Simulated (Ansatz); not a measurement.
A run of Ansatz 0.2.0 is set up as follows.

File input.yaml:

```yaml
crystal:
  lattice:
    - [2.91381, 0.0, 0.0]
    - [0.0, 2.91381, 0.0]
    - [0.0, 0.0, 2.91381]
  atoms:
    - { symbol: Hf, position: [0.5, 0.5, 0.5] }
kpoints:
  mp_grid: { grid: [9, 9, 9] }
scf:
  occupations: { method: fermi_dirac, width: 0.05 }
hamiltonian:
  xc: pbe
  pseudopotentials: { kind: all_electron, lapw: { basis_error: 0.001 } }
output:
  forces: true
  stress: true
  eigenvalues: true
  populations: true
```

Potentials or basis: all-electron LAPW, scalar-relativistic.

Run with:

```console
$ ansatz run input.yaml --threads 1 --pin off --max-ram 3072MiB --backend cpu --events-out ev --progress --plain --runs-dir out
```

Task: Estimate the pressure.

Result: 0.1 GPa.

Task: What does it give for the band gap on the k mesh?

Result: None (metal or under the smearing width).

The run has no spin-orbit coupling, so splittings on Hf are missing.
